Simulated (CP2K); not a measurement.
Bi:

```
Bi
1.0
     4.72898    0.00000    0.00000
     2.55449    3.97968    0.00000
     2.55449    1.39577    3.72688
Bi
2
Cartesian
  7.5359 4.1176 2.8548
  2.3021 1.2579 0.8721
```

Base run:

| Quantity | Value |
| --- | --- |
| Program | CP2K 2026.2 |
| Functional | PBE |
| Potentials or basis | POTENTIAL_UZH Bi GTH-PBE-q5; TZVP-MOLOPT-PBE-GTH basis |
| Density cutoff | 6123 eV |
| k mesh | 7 × 7 × 7 |
| Occupations | fermi-dirac, width 0.05 eV |
| Spin | no spin polarisation |

Its results: band gap on the k mesh 0.28 eV, indirect (least direct gap 0.59 eV); pressure 2.7 GPa; largest force 0.267 eV/Å.

Question: The run is repeated on the same cell with these changes: functional from PBE to PBEsol; occupations from fermi-dirac, width 0.05 eV to gaussian, width 0.02 eV. What comes out?

Answer: Band gap on the k mesh 0.28 eV, indirect (least direct gap 0.57 eV); pressure 1.8 GPa; largest force 0.352 eV/Å.

Caveats: spin-orbit coupling is left out, which as a rule narrows the gap of such compounds by several tenths of an eV; an odd mesh through Γ misses points on the zone boundary, where band edges often lie; the basis of atomic orbitals isn't converged, which shifts pressures, moduli and gaps; the potentials were made for another functional, which shifts forces and pressure (some runs).

Not every run made on this cell is shown here.
